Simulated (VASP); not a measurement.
# Al2O3 (R-3c) in VASP: notebook

The runs below take Al2O3 through relaxation of cell and atoms, with RPBE, rev-vdW-DF2, PBE.

Program: VASP 6.6.1. These are calculated values, not measurements. Logs are shortened: lines on timing, memory, paths and dates and some standing lists are left out, and cuts for length are marked.

## Step 1: The crystal as given

It takes space group R-3c (No. 167, trigonal). Conventional cell: a = 4.761 Å, b = 4.761 Å, c = 12.996 Å, α = 90.00°, β = 90.00°, γ = 120.00°. Al (site symmetry 3) has 6 O at 1.85 to 1.97 Å as nearest neighbours. O (site symmetry 2) has 4 Al at 1.85 to 1.97 Å as nearest neighbours.

## Step 2: Relaxation of cell and atoms, RPBE

INCAR

```
PREC = Accurate
ENCUT = 600
EDIFF = 1E-6
ISMEAR = 0
SIGMA = 0.03
LREAL = F
LASPH = T
NELM = 80
ALGO = Normal
ISIF = 3
LWAVE = F
LCHARG = F
GGA = RP
IBRION = 2
NSW = 90
EDIFFG = -0.01
KPAR = 2
```

KPOINTS

```
Automatic mesh
0
Gamma
  9 9 7
```

POSCAR

```
Al2O3
1.0
    2.3802500000      1.3742379800      4.3318666700
   -2.3802500000      1.3742379800      4.3318666700
    0.0000000000     -2.7484759600      4.3318666700
Al O
4 6
Direct
    0.3521600000      0.3521600000      0.3521600000
    0.1478400000      0.1478400000      0.1478400000
    0.6478400000      0.6478400000      0.6478400000
    0.8521600000      0.8521600000      0.8521600000
    0.5566800000      0.9433200000      0.2500000000
    0.2500000000      0.5566800000      0.9433200000
    0.9433200000      0.2500000000      0.5566800000
    0.4433200000      0.0566800000      0.7500000000
    0.7500000000      0.4433200000      0.0566800000
    0.0566800000      0.7500000000      0.4433200000
```

Potentials or basis: VASP PAW PBE potentials, release 64 (Al, O).

Run with:

```bash
cat potpaw_PBE.64/Al/POTCAR potpaw_PBE.64/O/POTCAR > POTCAR
mpirun -np 2 vasp_std > vasp.out
```

OUTCAR:

```text
PREC = Accurate
   ENCUT = 600
   EDIFF = 1E-6
   ISMEAR = 0
   LREAL = F
   LASPH = T
   NELM = 80
   ISIF = 3
   GGA = RP
   IBRION = 2
   NSW = 90
   EDIFFG = -0.01

 ion  position               nearest neighbor table
   1  0.352  0.352  0.352-  10 1.85   8 1.85   9 1.85   5 1.97   7 1.97   6 1.97   2 2.66   3 2.79
                             3 2.79   3 2.79   2 3.22   2 3.22   2 3.22
   2  0.148  0.148  0.148-   9 1.85   8 1.85  10 1.85   5 1.97   7 1.97   6 1.97   1 2.66   4 2.79
                             4 2.79   4 2.79   1 3.22   1 3.22   1 3.22
   3  0.648  0.648  0.648-   7 1.85   5 1.85   6 1.85   8 1.97   9 1.97  10 1.97   4 2.66   1 2.79
                             1 2.79   1 2.79   4 3.22   4 3.22   4 3.22
   4  0.852  0.852  0.852-   6 1.85   5 1.85   7 1.85   8 1.97   9 1.97  10 1.97   3 2.66   2 2.79
                             2 2.79   2 2.79   3 3.22   3 3.22   3 3.22
   5  0.557  0.943  0.250-   3 1.85   4 1.85   1 1.97   2 1.97
   6  0.250  0.557  0.943-   4 1.85   3 1.85   1 1.97   2 1.97
   7  0.943  0.250  0.557-   3 1.85   4 1.85   1 1.97   2 1.97
   8  0.443  0.057  0.750-   1 1.85   2 1.85   3 1.97   4 1.97
   9  0.750  0.443  0.057-   2 1.85   1 1.85   3 1.97   4 1.97
  10  0.057  0.750  0.443-   1 1.85   2 1.85   3 1.97   4 1.97

  LATTYP: Found a trigonal (rhomboedric) cell.
 ALAT       =     5.1302230882
 COS(alpha) =     0.5694707701

  Lattice vectors:

 A1 = (   2.3802500000,   1.3742379800,   4.3318666700)
 A2 = (  -2.3802500000,   1.3742379800,   4.3318666700)
 A3 = (   0.0000000000,  -2.7484759600,   4.3318666700)

Analysis of symmetry for initial positions (statically):
=====================================================================
 Subroutine PRICEL returns:
 Original cell was already a primitive cell.

 Routine SETGRP: Setting up the symmetry group for a
 trigonal (rhombohedral) supercell.

 Subroutine GETGRP returns: Found 12 space group operations
 (whereof  6 operations were pure point group operations)
 out of a pool of 12 trial point group operations.

The static configuration has the point symmetry S_6 .
 The point group associated with its full space group is D_3d.

Analysis of symmetry for dynamics (positions and initial velocities):
=====================================================================
 Subroutine PRICEL returns:
 Original cell was already a primitive cell.

 Routine SETGRP: Setting up the symmetry group for a
 trigonal (rhombohedral) supercell.

 Subroutine GETGRP returns: Found 12 space group operations
 (whereof  6 operations were pure point group operations)
 out of a pool of 12 trial point group operations.

The dynamic configuration has the point symmetry S_6 .
 The point group associated with its full space group is D_3d.

 Subroutine INISYM returns: Found 12 space group operations
 (whereof  6 operations are pure point group operations),
 and found     1 'primitive' translations

----------------------------------------------------------------------------------------

                                     Primitive cell

  volume of cell :      85.0180

  direct lattice vectors                    reciprocal lattice vectors
     2.380250000  1.374237980  4.331866670     0.210061968  0.121279334  0.076949121
    -2.380250000  1.374237980  4.331866670    -0.210061968  0.121279334  0.076949121
     0.000000000 -2.748475960  4.331866670     0.000000000 -0.242558668  0.076949121

  length of vectors
     5.130223088  5.130223088  5.130223090     0.254471756  0.254471756  0.254471756

  position of ions in fractional coordinates (direct lattice)
     0.352160000  0.352160000  0.352160000
     0.147840000  0.147840000  0.147840000
     0.647840000  0.647840000  0.647840000
     0.852160000  0.852160000  0.852160000
     0.556680000  0.943320000  0.250000000
     0.250000000  0.556680000  0.943320000
     0.943320000  0.250000000  0.556680000
     0.443320000  0.056680000  0.750000000
     0.750000000  0.443320000  0.056680000
     0.056680000  0.750000000  0.443320000
[... 45 lines left out ...]
|     classes:                                                                |
|                                                                             |
|        The reciprocal lattice is rhombohedral (trigonal),                   |
|        whereas your k-lattice is base-centered monoclinic.                  |
|                                                                             |
|     Results are often still useful ...                                      |
|                                                                             |
 -----------------------------------------------------------------------------

 WARNING: IBZKPT: internal override: KBLOWUP is changed to .FALSE.
      ... skipping the blow-up phase ...

 Subroutine IBZKPT returns following result:
 ===========================================

 Found    160 irreducible k-points:

 Following reciprocal coordinates:
            Coordinates               Weight
  0.000000  0.000000  0.000000      1.000000
  0.111111 -0.000000 -0.000000      4.000000
  0.222222 -0.000000 -0.000000      4.000000
  0.333333 -0.000000  0.000000      4.000000
  0.444444 -0.000000 -0.000000      4.000000
  0.111111  0.111111 -0.000000      2.000000
[... 16 lines left out ...]
 -0.333333  0.333333  0.000000      2.000000
  0.444444  0.444444 -0.000000      2.000000
 [... further k-points ...]
   k-points           NKPTS =    160   k-points in BZ     NKDIM =    160   number of bands    NBANDS=     30
   number of dos      NEDOS =    301   number of ions     NIONS =     10
   total plane-waves  NPLWV =  74088
   dimension x,y,z NGX =    42 NGY =   42 NGZ =   42
   dimension x,y,z NGXF=    84 NGYF=   84 NGZF=   84
   ions per type =               4   6
   NGX,Y,Z   is equivalent  to a cutoff of  13.61, 13.61, 13.61 a.u.
   NGXF,Y,Z  is equivalent  to a cutoff of  27.22, 27.22, 27.22 a.u.
 SYSTEM =  unknown system
   PREC   = accura    normal or accurate (medium, high low for compatibility)
   ISTART =      0    job   : 0-new  1-cont  2-samecut
   ICHARG =      2    charge: 1-file 2-atom 10-const
   ISPIN  =      1    spin polarized calculation?
   LNONCOLLINEAR =      F non collinear calculations
   LSORBIT =      F    spin-orbit coupling
   LASPH  =      T    aspherical Exc in radial PAW
   ENCUT  =  600.0 eV  44.10 Ry    6.64 a.u.  10.25 10.25 10.25*2*pi/ulx,y,z
   NELM   =     80;   NELMIN=  2; NELMDL= -5     # of ELM steps
   EDIFF  = 0.1E-05   stopping-criterion for ELM
   LREAL  =      F    real-space projection
   EDIFFG = -.1E-01   stopping-criterion for IOM
   NSW    =     90    number of steps for IOM
   IBRION =      2    ionic relax: 0-MD 1-quasi-New 2-CG
   NFREE  =      1    steps in history (QN), initial steepest desc. (CG)
   ISIF   =      3    stress and relaxation
   ISYM   =      2    0-nonsym 1-usesym 2-fastsym
   POTIM  = 0.5000    time-step for ionic-motion
   TEBEG  =    0.0;   TEEND  =   0.0 temperature during run
   PSTRESS=    0.0 pullay stress
   NELECT =      48.0000    total number of electrons
   NUPDOWN=      -1.0000    fix difference up-down
   EMIN   =  10.00;   EMAX   =-10.00  energy-range for DOS
   EFERMI =   0.00;   METHOD = LEGACY
   ISMEAR =     0;   SIGMA  =   0.03  broadening in eV -4-tet -1-fermi 0-gaus
   EFERMI_NEDOS =   21; number of points for ismear=-14 and -15
   IALGO  =     38    algorithm
   IMIX   =      4    mixing-type and parameters
     AMIX     =   0.40;   BMIX     =  1.00
     AMIX_MAG =   1.60;   BMIX_MAG =  1.00
  volume/ion in A,a.u.               =       8.50        57.37
  Fermi-wavevector in a.u.,A,eV,Ry     =   1.353064  2.556920 24.909299  1.830782
  Thomas-Fermi vector in A             =   2.480350
   LORBIT       =      0    0 simple, 1 ext, 2 COOP (PROOUT), +10 PAW based schemes
   GGA     = RP    functional components
   LHFCALC =     F    Hartree Fock is set to
   AEXX    =    0.0000 exact exchange contribution
   IVDW    =     0    specifies the selected vdW correction
   LEPSILON=     F    determine dielectric tensor
   LRPA    =     F    only Hartree local field effects (RPA)
 conjugate gradient relaxation of ions
 non-spin polarized calculation
 Gauss-broadening in eV      SIGMA  =   0.03
  energy-cutoff  :      600.00
  volume of cell :       85.02
 maximum number of plane-waves:      2861
 NGX is ok and might be reduce to    42
   NGX = 21   NGY = 21   NGZ = 21

--------------------------------------- Ionic step        1  -------------------------------------------

 number of electron      48.0000003 magnetization

 Free energy of the ion-electron system (eV)
  ---------------------------------------------------
  ext. energy  EPLUGINS =         0.00000000
  ---------------------------------------------------
  free energy    TOTEN  =       -70.86557363 eV

  energy without entropy =      -70.86557363  energy(sigma->0) =      -70.86557363

------------------------ aborting loop because EDIFF is reached ----------------------------------------

  FORCE on cell =-STRESS in cart. coord.  units (eV):
  Direction    XX          YY          ZZ          XY          YZ          ZX
  --------------------------------------------------------------------------------------
  -------------------------------------------------------------------------------------
  Total        6.2542353      6.2542353      5.8916235      0.0000000     -0.0000000      0.0000000
  in kB      117.8620385    117.8620388    111.0285619      0.0000000     -0.0000000      0.0000000
  external PRESSURE =     115.5842131 kB  Pullay stress =       0.0000000 kB
[... 251 lines left out ...]
--------------------------------------- Ionic step        7  -------------------------------------------

 number of electron      47.9999998 magnetization

 Free energy of the ion-electron system (eV)
  ---------------------------------------------------
  ext. energy  EPLUGINS =         0.00000000
  ---------------------------------------------------
  free energy    TOTEN  =       -71.00940589 eV

  energy without entropy =      -71.00940589  energy(sigma->0) =      -71.00940589

 E-fermi :   5.9257     XC(G=0): -11.2509

 val. band max:        5.7379053420   @ k =   0.0000   0.0000   0.0000
 cond. band min:      11.4614786393   @ k =   0.0000   0.0000   0.0000
 fundamental gap:      5.7235732973
 Fermi energy:         5.9256638787

 k-point     1 :       0.0000    0.0000    0.0000
  band No.  band energies     occupation
      1     -13.2045      2.00000
      2     -11.0858      2.00000
      3     -10.8356      2.00000
      4     -10.8356      2.00000
      5     -10.5413      2.00000
      6     -10.5413      2.00000
[... 781 lines left out ...]
     29      16.4958      0.00000
     30      16.7033      0.00000

 [... further k-points ...]

------------------------ aborting loop because EDIFF is reached ----------------------------------------

  FORCE on cell =-STRESS in cart. coord.  units (eV):
  Direction    XX          YY          ZZ          XY          YZ          ZX
  --------------------------------------------------------------------------------------
  -------------------------------------------------------------------------------------
  Total       -0.0544155     -0.0544155     -0.0499442      0.0000000      0.0000000      0.0000000
  in kB       -0.9771309     -0.9771309     -0.8968405      0.0000000      0.0000000      0.0000000
  external PRESSURE =      -0.9503675 kB  Pullay stress =       0.0000000 kB
[... 25 lines left out ...]
  FREE ENERGIE OF THE ION-ELECTRON SYSTEM (eV)
  ---------------------------------------------------
  free  energy   TOTEN  =       -71.0094058866 eV

  energy  without entropy=      -71.0094058866  energy(sigma->0) =      -71.00940589

 reached required accuracy - stopping structural energy minimisation
```

Run time: 11 min. Hardware: 2 MPI ranks of Intel Xeon 6975P-C (Granite Rapids), shared host; peak memory 0.52 GiB.

What came out:

| Property | Result |
| --- | --- |
| Free energy | -71.0094 eV |
| Relaxed volume | 8.92 Å³/atom |
| Relaxed cell | a = 5.214 Å, b = 5.214 Å, c = 5.214 Å, α = 55.27°, β = 55.27°, γ = 55.27° |
| Space group after relaxing (to 0.05 Å) | R-3c (No. 167) |
| Energy gained by relaxing | 14.4 meV/atom |
| Ionic steps | 7 |
| Pressure after relaxing | -0.1 GPa |
| Band gap on the k mesh | 5.72 eV, direct |

Step by step:
```csv
step,energy change (eV),largest force (eV/Å),pressure (GPa),volume (Å³)
1,0.0000,0.0353,11.56,85.02
2,-0.0488,0.0774,-8.04,92.79
3,-0.1435,0.0393,-0.02,89.18
4,-0.1434,0.0385,0.17,89.09
5,-0.1438,0.0012,0.17,89.11
6,-0.1438,0.0012,0.17,89.11
7,-0.1438,0.0008,-0.10,89.22
```

Final structure:
```cif
data_structure
_symmetry_space_group_name_H-M 'P 1'
_symmetry_Int_Tables_number 1
_cell_length_a 5.2143
_cell_length_b 5.2143
_cell_length_c 5.2143
_cell_angle_alpha 55.268
_cell_angle_beta 55.268
_cell_angle_gamma 55.268
_cell_volume 89.22
loop_
_atom_site_label
_atom_site_type_symbol
_atom_site_fract_x
_atom_site_fract_y
_atom_site_fract_z
_atom_site_occupancy
Al1 Al 0.35213 0.35213 0.35213 1
Al2 Al 0.14787 0.14787 0.14787 1
Al3 Al 0.64787 0.64787 0.64787 1
Al4 Al 0.85213 0.85213 0.85213 1
O1 O 0.55636 0.94364 0.25000 1
O2 O 0.25000 0.55636 0.94364 1
O3 O 0.94364 0.25000 0.55636 1
O4 O 0.44364 0.05636 0.75000 1
O5 O 0.75000 0.44364 0.05636 1
O6 O 0.05636 0.75000 0.44364 1
```

Caveat: the PAW data sets were made with another functional, which shifts forces and pressure a little; an odd mesh through Γ misses points on the zone boundary, where band edges often lie. Expect the measured gap to be larger: semilocal functionals such as RPBE lack the derivative discontinuity.

## Step 3: Relaxation of cell and atoms, RPBE

This run uses another cell than the first one, of 8.92 Å³/atom, 1.049 times its volume.

INCAR: that of step 2 with these lines changed.

```diff
@@ -2,3 +2,3 @@
 ENCUT = 600
-EDIFF = 1E-6
+EDIFF = 1E-7
 ISMEAR = 0
@@ -15,3 +15,3 @@
 NSW = 90
-EDIFFG = -0.01
+EDIFFG = -0.005
 KPAR = 2
```

KPOINTS is that of step 2.

POSCAR

```
Al2O3                                   
1.0
    2.4185089460      1.3963267928      4.4034635229
   -2.4185089460      1.3963267928      4.4034635229
    0.0000000000     -2.7926535857      4.4034635229
  Al              O             
     4     6
Direct
     0.3521263201756011    0.3521263201756011    0.3521263201756011
     0.1478736798243989    0.1478736798243989    0.1478736798243989
     0.6478736798243989    0.6478736798243989    0.6478736798243989
     0.8521263201756011    0.8521263201756011    0.8521263201756011
     0.5563580063738413    0.9436419936261587    0.2500000000000000
     0.2500000000000013    0.5563580063738426    0.9436419936261562
     0.9436419936261574    0.2499999999999987    0.5563580063738438
     0.4436419936261589    0.0563580063738412    0.7500000000000000
     0.7499999999999987    0.4436419936261576    0.0563580063738438
     0.0563580063738425    0.7500000000000013    0.4436419936261562
```

Potentials or basis: VASP PAW PBE potentials, release 64 (Al, O).

Run with:

```bash
cat potpaw_PBE.64/Al/POTCAR potpaw_PBE.64/O/POTCAR > POTCAR
mpirun -np 2 vasp_std > vasp.out
```

Wall time 6.5 min (2 MPI ranks of Intel Xeon 6975P-C (Granite Rapids), shared host); peak memory 0.5 GiB.

The run converged. Its results:

* Free energy: -71.0240 eV
* Relaxed volume: 8.91 Å³/atom
* Relaxed cell: a = 5.213 Å, b = 5.213 Å, c = 5.213 Å, α = 55.27°, β = 55.27°, γ = 55.27°
* Space group after relaxing (to 0.05 Å): R-3c (No. 167)
* Energy gained by relaxing: 0.0 meV/atom
* Ionic steps: 3
* Pressure after relaxing: 0.0 GPa
* Band gap on the k mesh: 5.74 eV, direct

Final structure:
```cif
data_structure
_symmetry_space_group_name_H-M 'P 1'
_symmetry_Int_Tables_number 1
_cell_length_a 5.2128
_cell_length_b 5.2128
_cell_length_c 5.2128
_cell_angle_alpha 55.267
_cell_angle_beta 55.267
_cell_angle_gamma 55.267
_cell_volume 89.15
loop_
_atom_site_label
_atom_site_type_symbol
_atom_site_fract_x
_atom_site_fract_y
_atom_site_fract_z
_atom_site_occupancy
Al1 Al 0.35213 0.35213 0.35213 1
Al2 Al 0.14787 0.14787 0.14787 1
Al3 Al 0.64787 0.64787 0.64787 1
Al4 Al 0.85213 0.85213 0.85213 1
O1 O 0.55635 0.94365 0.25000 1
O2 O 0.25000 0.55635 0.94365 1
O3 O 0.94365 0.25000 0.55635 1
O4 O 0.44365 0.05635 0.75000 1
O5 O 0.75000 0.44365 0.05635 1
O6 O 0.05635 0.75000 0.44365 1
```

Levels at points of the mesh, in eV from the valence-band top:
| k point | band 21 | band 22 | band 23 | band 24 | band 25 | band 26 | band 27 | band 28 |
| --- | --- | --- | --- | --- | --- | --- | --- | --- |
| (0.00, 0.00, 0.00) | -0.44 | -0.03 | -0.03 | 0.00 | 5.74 | 8.89 | 10.29 | 11.19 |

Caveat: the PAW data sets were made with another functional, which shifts forces and pressure a little; an odd mesh through Γ misses points on the zone boundary, where band edges often lie. A hybrid or GW would open this gap; RPBE tends to underestimate it.

(Continued in part 2 of 3.)
